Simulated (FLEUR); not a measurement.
# BaTiO3 (Barioperovskite) (Amm2) in FLEUR: band structure with r2SCAN

Aim: the band structure of BaTiO3 (Barioperovskite) with r2SCAN.

All numbers are computed with FLEUR MaX-R8.1 (later development tree); they aren't measurements. Logs are shortened: lines on timing, memory, paths and dates and some standing lists are left out, and cuts for length are marked.

## 1. The crystal as given

Symmetry: Amm2, No. 38, orthorhombic system. Conventional cell: a = 3.986 Å, b = 5.674 Å, c = 5.690 Å, α = 90.00°, β = 90.00°, γ = 90.00°. Ba (site symmetry mm2) is surrounded by 12 O at 2.77 to 2.92 Å. Around Ti (site symmetry mm2) lie 6 O at 1.93 to 2.09 Å. O (site symmetry m) is surrounded by 2 Ti at 1.93 to 2.09 Å. O (site symmetry mm2) is surrounded by 2 Ti at 2.00 Å.

## 2. Band structure, r2SCAN

Contents of inp.xml:

```xml
<?xml version="1.0" encoding="UTF-8" standalone="no"?>
<fleurInput fleurInputVersion="0.39">
   <comment>
      BaTiO3                                                                                              
   </comment>
   <calculationSetup>
      <cutoffs Kmax="5.13" Gmax="15.9" GmaxXC="15.9" numbands="0"/>
      <scfLoop itmax="80" minDistance="0.0001" maxIterBroyd="30" imix="Anderson" alpha="0.05" precondParam="0.0" spinf="2.0" sdNocoIR="T"/>
      <coreElectrons ctail="F" frcor="F" kcrel="0" coretail_lmax="0"/>
      <xcFunctional name="LibXC" relativisticCorrections="F">
         <LibXCName exchange="mgga_x_r2scan" correlation="mgga_c_r2scan"/>
         <AuxGGA exchange="117" correlation="130"/>
      </xcFunctional>
      <magnetism jspins="1"/>
      <soc l_soc="F" theta="0.0" phi="0.0" spav="F"/>
      <expertModes spex="0" secvar="F"/>
      <geometryOptimization l_f="F" forcealpha="1.0" forcemix="BFGS" epsdisp="0.00001" epsforce="0.00001"/>
      <ldaU l_linMix="F" mixParam="0.05" spinf="1.0"/>
   </calculationSetup>
   <cell>
      <bzIntegration valenceElectrons="50.0" mode="hist" fermiSmearingEnergy="0.00183747">
         <kPointListSelection listName="default-1"/>
         <!-- k-points included here -->
         <xi:include xmlns:xi="http://www.w3.org/2001/XInclude" href="kpts.xml"> </xi:include>
[... 58 lines left out ...]
   <atomGroups>
      <atomGroup species="Barium (Ba)">
         <relPos label="                   1">.0000000000 .0000000000 .0000000000</relPos>
         <force calculate="T" relaxXYZ="TTT"/>
      </atomGroup>
      <atomGroup species="Titanium (Ti)">
         <relPos label="                   2">1.000/2.000 -.4876000000 -.4876000000</relPos>
         <force calculate="T" relaxXYZ="TTT"/>
      </atomGroup>
      <atomGroup species="Oxygen (O)">
         <relPos label="                   3">1.000/2.000 -.0081600000 -.4947600000</relPos>
         <relPos label="                   4">1.000/2.000 -.4947600000 -.0081600000</relPos>
         <force calculate="T" relaxXYZ="TTT"/>
      </atomGroup>
      <atomGroup species="Oxygen (O)">
         <relPos label="                   5">.0000000000 .4874000000 .4874000000</relPos>
         <force calculate="T" relaxXYZ="TTT"/>
      </atomGroup>
   </atomGroups>
   <output dos="F" band="F" slice="F">
      <checks vchk="F" cdinf="F"/>
      <bandDOS minEnergy="-.5*Htr" maxEnergy="0.5*Htr" sigma="0.015" storeEVData="T"/>
      <vacuumDOS vacdos="F" integ="F" star="F" nstars="0" locx1="0.0" locy1="0.0" locx2="0.0" locy2="0.0" nstm="0" tworkf="0.0"/>
      <unfoldingBand unfoldBand="F" supercellX="1" supercellY="1" supercellZ="1"/>
      <plotting iplot="0" polar="F">
         <plot TwoD="T" vec1="  1.0  0.0  0.0" vec2="  0.0  1.0  0.0" vec3="  0.0  0.0  1.0" zero="  0.0  0.0  0.0" file="plot"/>
      </plotting>
      <chargeDensitySlicing numkpt="0" minEigenval="0.0" maxEigenval="0.0" nnne="0" pallst="F"/>
      <specialOutput eonly="F"/>
      <moessbauerParams electricFieldGradient="T" isomerShift="T" coreHyperfine="T" valenceHyperfine="T"/>
      <magneticCircularDichroism mcd="F" energyLo="-10.0" energyUp="0.0"/>
   </output>
  <!-- We include the file relax.xml here to enable relaxations (see documentation) -->
  <xi:include xmlns:xi="http://www.w3.org/2001/XInclude" href="relax.xml"> <xi:fallback/> </xi:include>
</fleurInput>
```

Contents of crystal.txt:

```
BaTiO3
&input cartesian=F /
3.9855000000  0.0000000000  0.0000000000
0.0000000000  2.8369000000  2.8451500000
0.0000000000  -2.8369000000  2.8451500000
1.8897261246
1.0 1.0 1.0

5
56 0.0000000000  0.0000000000  0.0000000000
22 0.5000000000  0.5124000000  0.5124000000
8 0.5000000000  0.9918400000  0.5052400000
8 0.5000000000  0.5052400000  0.9918400000
8 0.0000000000  0.4874000000  0.4874000000

&kpt div1=7 div2=7 div3=7 gamma=T /
```

Contents of inp.xml (bands):

```
<?xml version="1.0" encoding="UTF-8" standalone="no"?>
<fleurInput fleurInputVersion="0.39">
   <comment>
      BaTiO3                                                                                              
   </comment>
   <calculationSetup>
      <cutoffs Kmax="5.13" Gmax="15.9" GmaxXC="15.9" numbands="0"/>
      <scfLoop itmax="80" minDistance="0.0001" maxIterBroyd="30" imix="Anderson" alpha="0.05" precondParam="0.0" spinf="2.0" sdNocoIR="T"/>
      <coreElectrons ctail="F" frcor="F" kcrel="0" coretail_lmax="0"/>
      <xcFunctional name="LibXC" relativisticCorrections="F">
         <LibXCName exchange="mgga_x_r2scan" correlation="mgga_c_r2scan"/>
         <AuxGGA exchange="117" correlation="130"/>
      </xcFunctional>
      <magnetism jspins="1"/>
      <soc l_soc="F" theta="0.0" phi="0.0" spav="F"/>
      <expertModes spex="0" secvar="F"/>
      <geometryOptimization l_f="F" forcealpha="1.0" forcemix="BFGS" epsdisp="0.00001" epsforce="0.00001"/>
      <ldaU l_linMix="F" mixParam="0.05" spinf="1.0"/>
   </calculationSetup>
   <cell>
      <bzIntegration valenceElectrons="50.0" mode="hist" fermiSmearingEnergy="0.00183747">
         <kPointListSelection listName="path-1"/>
         <!-- k-points included here -->
         <xi:include xmlns:xi="http://www.w3.org/2001/XInclude" href="kpts.xml"> </xi:include>
      </bzIntegration>
[... 57 lines left out ...]
   <atomGroups>
      <atomGroup species="Barium (Ba)">
         <relPos label="                   1">.0000000000 .0000000000 .0000000000</relPos>
         <force calculate="T" relaxXYZ="TTT"/>
      </atomGroup>
      <atomGroup species="Titanium (Ti)">
         <relPos label="                   2">1.000/2.000 -.4876000000 -.4876000000</relPos>
         <force calculate="T" relaxXYZ="TTT"/>
      </atomGroup>
      <atomGroup species="Oxygen (O)">
         <relPos label="                   3">1.000/2.000 -.0081600000 -.4947600000</relPos>
         <relPos label="                   4">1.000/2.000 -.4947600000 -.0081600000</relPos>
         <force calculate="T" relaxXYZ="TTT"/>
      </atomGroup>
      <atomGroup species="Oxygen (O)">
         <relPos label="                   5">.0000000000 .4874000000 .4874000000</relPos>
         <force calculate="T" relaxXYZ="TTT"/>
      </atomGroup>
   </atomGroups>
   <output dos="F" band="T" slice="F">
      <checks vchk="F" cdinf="F"/>
      <bandDOS minEnergy="-.5*Htr" maxEnergy="0.5*Htr" sigma="0.015" storeEVData="T"/>
      <vacuumDOS vacdos="F" integ="F" star="F" nstars="0" locx1="0.0" locy1="0.0" locx2="0.0" locy2="0.0" nstm="0" tworkf="0.0"/>
      <unfoldingBand unfoldBand="F" supercellX="1" supercellY="1" supercellZ="1"/>
      <plotting iplot="0" polar="F">
         <plot TwoD="T" vec1="  1.0  0.0  0.0" vec2="  0.0  1.0  0.0" vec3="  0.0  0.0  1.0" zero="  0.0  0.0  0.0" file="plot"/>
      </plotting>
      <chargeDensitySlicing numkpt="0" minEigenval="0.0" maxEigenval="0.0" nnne="0" pallst="F"/>
      <specialOutput eonly="F"/>
      <moessbauerParams electricFieldGradient="T" isomerShift="T" coreHyperfine="T" valenceHyperfine="T"/>
      <magneticCircularDichroism mcd="F" energyLo="-10.0" energyUp="0.0"/>
   </output>
  <!-- We include the file relax.xml here to enable relaxations (see documentation) -->
  <xi:include xmlns:xi="http://www.w3.org/2001/XInclude" href="relax.xml"> <xi:fallback/> </xi:include>
</fleurInput>
```

Potentials or basis: all-electron, FLAPW.

Started as:

```
inpgen -f crystal.txt -profile fastHighL
# inp.xml edited to the form shown
fleur_MPI
fleur_MPI   # second run, on inp.xml (bands)
```

The log of the run:

```text
Welcome to FLEUR        (www.flapw.de)
      MaX-Release 8.1          (www.max-centre.eu)
 func_ids         498         497         498         497
 MetaGGA potential functional detected - V_tau will be computed
 Auxiliary Potential for radial basis: exchange=         117  correlation=         130
The functional 'Re-regularized SCAN exchange by Furness et al' is an exchange functional, it belongs to the 'MGGA' family and is defined in the reference(s):
[1] J. W. Furness, A. D. Kaplan, J. Ning, J. P. Perdew, and J. Sun.,  J. Phys. Chem. Lett. 11, 8208-8215 (2020)
[2] J. W. Furness, A. D. Kaplan, J. Ning, J. P. Perdew, and J. Sun.,  J. Phys. Chem. Lett. 11, 9248-9248 (2020)
The functional 'Re-regularized SCAN correlation by Furness et al' is a correlation functional, it belongs to the 'MGGA' family and is defined in the reference(s):
[1] J. W. Furness, A. D. Kaplan, J. Ning, J. P. Perdew, and J. Sun.,  J. Phys. Chem. Lett. 11, 8208-8215 (2020)
[2] J. W. Furness, A. D. Kaplan, J. Ning, J. P. Perdew, and J. Sun.,  J. Phys. Chem. Lett. 11, 9248-9248 (2020)
 Using same functional for VXC and EXC

 ========== k-point set info ==========
 Selected k-point list: default-1
 k-point list type: mesh
 7 x 7 x 7
 Number of k points: 64

 ------------Calculation Setup---------------------------
 Number of MPI-tasks      :            1
 Number of PE/node        :            1
 Number of OMP-threads    :            1
 Most efficient MPI parallelization for:
           1           2           4           8          16          32          64
 Additional eigenvalue parallelization possible
 Number of basis functions:         1215
 Approximate size of matrices (H+S) per k-point:         0.044 GB
 --------------------------------------------------------
The functional 'Hammer, Hansen, and Norskov' is an exchange functional, it belongs to the 'GGA' family and is defined in the reference(s):
[... 6 lines left out ...]
 Reset of history
 Reset of history
 Iteration:     1   Distance:      35.68591894 me/bohr^3
The functional 'Hammer, Hansen, and Norskov' is an exchange functional, it belongs to the 'GGA' family and is defined in the reference(s):
[1] B. Hammer, L. B. Hansen, and J. K. Nørskov.,  Phys. Rev. B 59, 7413 (1999)
The functional 'Perdew, Burke & Ernzerhof' is a correlation functional, it belongs to the 'GGA' family and is defined in the reference(s):
[1] J. P. Perdew, K. Burke, and M. Ernzerhof.,  Phys. Rev. Lett. 77, 3865 (1996)
[2] J. P. Perdew, K. Burke, and M. Ernzerhof.,  Phys. Rev. Lett. 78, 1396 (1997)
 Using same functional for VXC and EXC
 Iteration:     2   Distance:      31.72484579 me/bohr^3
The functional 'Hammer, Hansen, and Norskov' is an exchange functional, it belongs to the 'GGA' family and is defined in the reference(s):
[1] B. Hammer, L. B. Hansen, and J. K. Nørskov.,  Phys. Rev. B 59, 7413 (1999)
The functional 'Perdew, Burke & Ernzerhof' is a correlation functional, it belongs to the 'GGA' family and is defined in the reference(s):
[1] J. P. Perdew, K. Burke, and M. Ernzerhof.,  Phys. Rev. Lett. 77, 3865 (1996)
[2] J. P. Perdew, K. Burke, and M. Ernzerhof.,  Phys. Rev. Lett. 78, 1396 (1997)
 Using same functional for VXC and EXC
 Iteration:     3   Distance:      27.99001664 me/bohr^3
The functional 'Hammer, Hansen, and Norskov' is an exchange functional, it belongs to the 'GGA' family and is defined in the reference(s):
[1] B. Hammer, L. B. Hansen, and J. K. Nørskov.,  Phys. Rev. B 59, 7413 (1999)
The functional 'Perdew, Burke & Ernzerhof' is a correlation functional, it belongs to the 'GGA' family and is defined in the reference(s):
[1] J. P. Perdew, K. Burke, and M. Ernzerhof.,  Phys. Rev. Lett. 77, 3865 (1996)
[2] J. P. Perdew, K. Burke, and M. Ernzerhof.,  Phys. Rev. Lett. 78, 1396 (1997)
 Using same functional for VXC and EXC
 Iteration:     4   Distance:      16.35863782 me/bohr^3
The functional 'Hammer, Hansen, and Norskov' is an exchange functional, it belongs to the 'GGA' family and is defined in the reference(s):
[1] B. Hammer, L. B. Hansen, and J. K. Nørskov.,  Phys. Rev. B 59, 7413 (1999)
The functional 'Perdew, Burke & Ernzerhof' is a correlation functional, it belongs to the 'GGA' family and is defined in the reference(s):
[1] J. P. Perdew, K. Burke, and M. Ernzerhof.,  Phys. Rev. Lett. 77, 3865 (1996)
[2] J. P. Perdew, K. Burke, and M. Ernzerhof.,  Phys. Rev. Lett. 78, 1396 (1997)
 Using same functional for VXC and EXC
 Iteration:     5   Distance:      14.68690854 me/bohr^3
The functional 'Hammer, Hansen, and Norskov' is an exchange functional, it belongs to the 'GGA' family and is defined in the reference(s):
[1] B. Hammer, L. B. Hansen, and J. K. Nørskov.,  Phys. Rev. B 59, 7413 (1999)
The functional 'Perdew, Burke & Ernzerhof' is a correlation functional, it belongs to the 'GGA' family and is defined in the reference(s):
[1] J. P. Perdew, K. Burke, and M. Ernzerhof.,  Phys. Rev. Lett. 77, 3865 (1996)
[2] J. P. Perdew, K. Burke, and M. Ernzerhof.,  Phys. Rev. Lett. 78, 1396 (1997)
 Using same functional for VXC and EXC
 Iteration:     6   Distance:       6.00171308 me/bohr^3
The functional 'Hammer, Hansen, and Norskov' is an exchange functional, it belongs to the 'GGA' family and is defined in the reference(s):
[1] B. Hammer, L. B. Hansen, and J. K. Nørskov.,  Phys. Rev. B 59, 7413 (1999)
The functional 'Perdew, Burke & Ernzerhof' is a correlation functional, it belongs to the 'GGA' family and is defined in the reference(s):
[1] J. P. Perdew, K. Burke, and M. Ernzerhof.,  Phys. Rev. Lett. 77, 3865 (1996)
[2] J. P. Perdew, K. Burke, and M. Ernzerhof.,  Phys. Rev. Lett. 78, 1396 (1997)
 Using same functional for VXC and EXC
[... 61 lines left out ...]
[2] J. P. Perdew, K. Burke, and M. Ernzerhof.,  Phys. Rev. Lett. 78, 1396 (1997)
 Using same functional for VXC and EXC
 Iteration:    16   Distance:       0.00248105 me/bohr^3
The functional 'Hammer, Hansen, and Norskov' is an exchange functional, it belongs to the 'GGA' family and is defined in the reference(s):
[1] B. Hammer, L. B. Hansen, and J. K. Nørskov.,  Phys. Rev. B 59, 7413 (1999)
The functional 'Perdew, Burke & Ernzerhof' is a correlation functional, it belongs to the 'GGA' family and is defined in the reference(s):
[1] J. P. Perdew, K. Burke, and M. Ernzerhof.,  Phys. Rev. Lett. 77, 3865 (1996)
[2] J. P. Perdew, K. Burke, and M. Ernzerhof.,  Phys. Rev. Lett. 78, 1396 (1997)
 Using same functional for VXC and EXC
 Iteration:    17   Distance:       0.00193511 me/bohr^3
The functional 'Hammer, Hansen, and Norskov' is an exchange functional, it belongs to the 'GGA' family and is defined in the reference(s):
[1] B. Hammer, L. B. Hansen, and J. K. Nørskov.,  Phys. Rev. B 59, 7413 (1999)
The functional 'Perdew, Burke & Ernzerhof' is a correlation functional, it belongs to the 'GGA' family and is defined in the reference(s):
[1] J. P. Perdew, K. Burke, and M. Ernzerhof.,  Phys. Rev. Lett. 77, 3865 (1996)
[2] J. P. Perdew, K. Burke, and M. Ernzerhof.,  Phys. Rev. Lett. 78, 1396 (1997)
 Using same functional for VXC and EXC
 Iteration:    18   Distance:       0.00041411 me/bohr^3
The functional 'Hammer, Hansen, and Norskov' is an exchange functional, it belongs to the 'GGA' family and is defined in the reference(s):
[1] B. Hammer, L. B. Hansen, and J. K. Nørskov.,  Phys. Rev. B 59, 7413 (1999)
The functional 'Perdew, Burke & Ernzerhof' is a correlation functional, it belongs to the 'GGA' family and is defined in the reference(s):
[1] J. P. Perdew, K. Burke, and M. Ernzerhof.,  Phys. Rev. Lett. 77, 3865 (1996)
[2] J. P. Perdew, K. Burke, and M. Ernzerhof.,  Phys. Rev. Lett. 78, 1396 (1997)
 Using same functional for VXC and EXC
 Iteration:    19   Distance:       0.00037398 me/bohr^3
The functional 'Hammer, Hansen, and Norskov' is an exchange functional, it belongs to the 'GGA' family and is defined in the reference(s):
[1] B. Hammer, L. B. Hansen, and J. K. Nørskov.,  Phys. Rev. B 59, 7413 (1999)
The functional 'Perdew, Burke & Ernzerhof' is a correlation functional, it belongs to the 'GGA' family and is defined in the reference(s):
[1] J. P. Perdew, K. Burke, and M. Ernzerhof.,  Phys. Rev. Lett. 77, 3865 (1996)
[2] J. P. Perdew, K. Burke, and M. Ernzerhof.,  Phys. Rev. Lett. 78, 1396 (1997)
 Using same functional for VXC and EXC
 Iteration:    20   Distance:       0.00004298 me/bohr^3

 ********************************************************************
 Run finished successfully
 Stop message:
   all done
 ********************************************************************
```

It took 16 min on 1 thread of Intel Xeon 6975P-C (Granite Rapids), shared host; peak memory 0.26 GiB.

Results:

```yaml
Free_energy: -250875.4689 eV
Band_gap_on_the_k_mesh: 2.32 eV, indirect (least direct gap 2.44 eV)
Band_gap_along_the_path: 2.24 eV, indirect (least direct gap 2.44 eV)
Valence_electrons_inside_the_program's_atomic_spheres: Ba 17.42; Ti 9.12; O 4.74 (radii Ba 2.63, Ti 1.91, O 1.46 bohr)
```

Levels at the corners of the path, in eV from the valence-band top:
```tsv
point	band 23	band 24	band 25	band 26	band 27	band 28
Γ	-0.32	-0.23	-0.19	2.24	2.30	2.45
X	-0.89	-0.86	-0.11	3.90	3.96	4.34
S	-1.65	-0.81	-0.75	2.45	3.89	3.92
R	-0.87	-0.87	-0.05	3.92	3.93	4.34
A	-0.06	-0.01	0.00	4.53	4.57	4.58
Z	-1.70	-0.83	-0.78	2.41	3.86	3.94
Γ	-0.32	-0.23	-0.19	2.24	2.30	2.45
Y	-0.89	-0.86	-0.11	3.90	3.96	4.34
X1	-0.89	-0.86	-0.11	3.90	3.96	4.34
A1	-0.06	-0.01	0.00	4.53	4.57	4.58
T	-0.06	-0.01	0.00	4.53	4.57	4.58
Y	-0.89	-0.86	-0.11	3.90	3.96	4.34
Z	-1.70	-0.83	-0.78	2.41	3.86	3.94
T	-0.06	-0.01	0.00	4.53	4.57	4.58
```

Core levels (eV from the Fermi level):
```tsv
atom	levels
1 Ba	1s1/2 -37222.7, 2s1/2 -5873.4, 2p1/2 -5531.2, 2p3/2 -5149.5, 3s1/2 -1232.4, 3p1/2 -1089.0, 3p3/2 -1015.2, 4s1/2 -234.2, 3d3/2 -763.9, 3d5/2 -748.2, 4p1/2 -182.1, 4p3/2 -166.7
2 Ti	1s1/2 -4863.2, 2s1/2 -531.9, 2p1/2 -442.8, 2p3/2 -437.0
3 O	1s1/2 -503.7
4 O	1s1/2 -503.7
5 O	1s1/2 -503.6
```

Caveat: the meta-GGA is that of a development version, with a GGA for the radial functions and cores and without core tails; spin-orbit coupling is left out, which moves the levels of the heavy elements. r2SCAN opens gaps a little over a GGA but as a rule still falls short of measured ones.
